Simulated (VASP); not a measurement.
## LiCl in VASP 6.6.1, single-point calculation

INCAR

```
ENCUT = 520
ISIF = 2
IBRION = -1
LASPH = .TRUE.
PREC = Accurate
LWAVE = .FALSE.
ALGO = Eigenval
NSW = 0
NBANDS = 18
GGA = PE
LCHARG = .FALSE.
LREAL = .FALSE.
ISMEAR = -1
SIGMA = 0.02
EDIFF = 1E-7
NELM = 57
```

KPOINTS

```
KPOINTS created by Atomic Simulation Environment
0
Gamma
12 12 4
0 0 0
```

POSCAR

```
Li Cl
 1.0000000000000000
     3.8552422432764977    0.0000000000288675    0.0000000000000000
    -1.9276211216632488    3.3387377204059203    0.0000000000000000
     0.0000000000000000    0.0000000000000000    6.2889062287000002
 Li  Cl
   2   2
Cartesian
 -0.0000000000166668  2.2258251469469021 -0.0057530420382375
  1.9276211216299148  1.1129125734878849  3.1387000723117624
 -0.0000000000166668  2.2258251469469021  2.3640928778007368
  1.9276211216299148  1.1129125734878849  5.5085459921507374
```

The recommended PBE PAW datasets give the neutral cell 20 valence electrons.

Command

```
mpirun -np 1 vasp_std
```

OSZICAR

```
N       E                     dE             d eps       ncg     rms          rms(c)
EIG:   1     0.134052108797E+04    0.13405E+04    0.00000E+00     0   0.000E+00
EIG:   2     0.134052108797E+04   -0.13642E-11    0.00000E+00     0   0.000E+00
EIG:   3     0.134052108797E+04    0.18190E-11    0.00000E+00     0   0.000E+00
EIG:   4     0.134052108797E+04   -0.17735E-10    0.00000E+00     0   0.000E+00
EIG:   5     0.134052108797E+04    0.10459E-10    0.00000E+00     0   0.000E+00    0.182E+02
EIG:   6     0.144616649359E+04    0.10565E+03    0.00000E+00     0   0.000E+00    0.110E+02
EIG:   7     0.153021922199E+04    0.84053E+02    0.00000E+00     0   0.000E+00    0.428E+00
EIG:   8     0.153223927515E+04    0.20201E+01    0.00000E+00     0   0.000E+00    0.406E-01
EIG:   9     0.153225975343E+04    0.20478E-01    0.00000E+00     0   0.000E+00    0.140E-01
EIG:  10     0.153226068798E+04    0.93455E-03    0.00000E+00     0   0.000E+00    0.822E-03
EIG:  11     0.153226069189E+04    0.39122E-05    0.00000E+00     0   0.000E+00    0.475E-03
EIG:  12     0.153226069358E+04    0.16902E-05    0.00000E+00     0   0.000E+00    0.350E-04
EIG:  13     0.153226069359E+04    0.78362E-08    0.00000E+00     0   0.000E+00
   1 F= 0.15322607E+04 E0= 0.15322618E+04  d E =-.215914E-02
```

It converged. Results: gap between bands v and c on the k mesh -10.49 eV (bands overlap: a metal); least direct gap on the k mesh -1.26 eV; pressure 1088.2 GPa; largest force 0.26 eV/Å. Band v is the last that the valence electrons fill when counted band by band, and c is the next.

**Question.** Find the fault in these files.

**Answer.** No self-consistency without orbitals. On sound settings PBE gives a gap of 6.11 eV on its mesh and a pressure of 0.9 GPa for the intended cell. This run's energy (σ→0) differs from it by 386781 meV an atom.
